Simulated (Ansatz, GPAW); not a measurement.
## CdTe: 3 runs at one level of theory

```
Te Cd
1.0
     0.00000    3.20500    3.20500
     3.20500    0.00000    3.20500
     3.20500    3.20500    0.00000
Te Cd
1 1
Direct
  0.75000 0.75000 0.75000
  0.00000 0.00000 0.00000
```

Alike in all runs: task single point; functional PBE; k mesh 7 × 7 × 7; occupations gaussian, width 0.024 eV; no spin polarisation; no spin-orbit coupling. Pressure is positive in compression and, in plane waves, holds the error of the finite cutoff, which Ansatz's Pulay term estimates and takes out.

```json
{"program and potentials": "Ansatz, Ansatz PAW", "plane-wave cutoff (eV)": "420", "notes": "18 valence electrons an atom on average; Pulay term of +0.04 GPa included", "pressure (GPa)": "4.24"}
{"program and potentials": "GPAW, GPAW PAW data sets (gpaw-data 1.2.1)", "plane-wave cutoff (eV)": "600", "notes": "9 valence electrons an atom on average", "pressure (GPa)": "3.81"}
{"program and potentials": "Ansatz, all-electron LAPW, scalar-relativistic", "plane-wave cutoff (eV)": "-", "notes": "-", "pressure (GPa)": "4.26"}
```

The pressure spans 3.81 (GPAW, GPAW PAW data sets (gpaw-data 1.2.1)) to 4.26 GPa (Ansatz, all-electron LAPW, scalar-relativistic), with all-electron results at 4.26.

Differences between rows come from potentials, basis sets and numerical settings, since the functional is the same but for its coding. Runs on potential files found faulty are left out.
